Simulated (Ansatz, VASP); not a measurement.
# H in VASP and in Ansatz

Contents of INCAR:

```
SYSTEM = H
ALGO = Normal
EDIFF = 1E-6
ENCUT = 520
ISIF = 2
ISMEAR = 0
LASPH = .TRUE.
LCHARG = .TRUE.
LELF = .TRUE.
LREAL = .FALSE.
LVHAR = .TRUE.
LWAVE = .FALSE.
NBANDS = 10
NELM = 100
PREC = Accurate
SIGMA = 0.05
```

File KPOINTS:

```
k-points
0
G
  8 8 4
  0 0 0
```

The input POSCAR:

```
H
1.0
    1.6238038821     -2.6907129066      0.0000000000
    1.6238038821      2.6907129066      0.0000000000
    0.0000000000      0.0000000000      6.3137686200
H
4
Direct
    0.5678085000      0.4321915000      0.9995149500
    0.4321915000      0.5678085000      0.0004850500
    0.4321915000      0.5678085000      0.4995149500
    0.5678085000      0.4321915000      0.5004850500
```

Input for Ansatz:

```yaml
crystal:
  lattice:
    - [1.6238038821, -2.6907129066, 0.0]
    - [1.6238038821, 2.6907129066, 0.0]
    - [0.0, 0.0, 6.31376862]
  atoms:
    - { symbol: H, position: [0.5678085, 0.4321915, 0.99951495] }
    - { symbol: H, position: [0.4321915, 0.5678085, 0.00048505] }
    - { symbol: H, position: [0.4321915, 0.5678085, 0.49951495] }
    - { symbol: H, position: [0.5678085, 0.4321915, 0.50048505] }
basis:
  ecutwfc: 420
kpoints:
  mp_grid: { grid: [8, 8, 4] }
hamiltonian:
  xc: lda
scf:
  occupations: { method: gaussian, width: 0.05 }
output:
  forces: true
  stress: true
  eigenvalues: true
```

Change from the starting cell: strain -0.0150 x Voigt [1, 1, 0, 0, 0, 0], atoms carried along.

Alike in both runs: task single point; functional LDA; k mesh 8 × 8 × 4; occupations gaussian, width 0.05 eV; no spin polarisation.

|  | VASP | Ansatz |
| --- | --- | --- |
| version | VASP 6.6.1 | Ansatz 0.2.0 |
| potentials or method | VASP PAW LDA potentials, release 64 (H) | scalar-relativistic, plane waves, PAW |
| plane-wave cutoff (eV) | 520 | 420 |
| valence electrons in the cell | 4 | 4 |

```tsv
	VASP	Ansatz	Ansatz less VASP
gap on the k mesh at the Fermi level (eV)	7.89	7.89	+0.005
least direct gap on the mesh (eV)	7.90	7.90	+0.006
pressure (GPa)	1.4	1.5	+0.16
largest component of the traceless stress (GPa)	3.80	3.80	+0.005
rms of the force components (eV/Å)	0.817	0.813	-0.0043
```

Atom by atom the forces differ by 0.004 eV/Å (rms over components).

Caveats: forces of over 1 eV/Å show positions far from the minimum, so gaps and moduli don't describe the material at rest. A k mesh can miss the band edges.
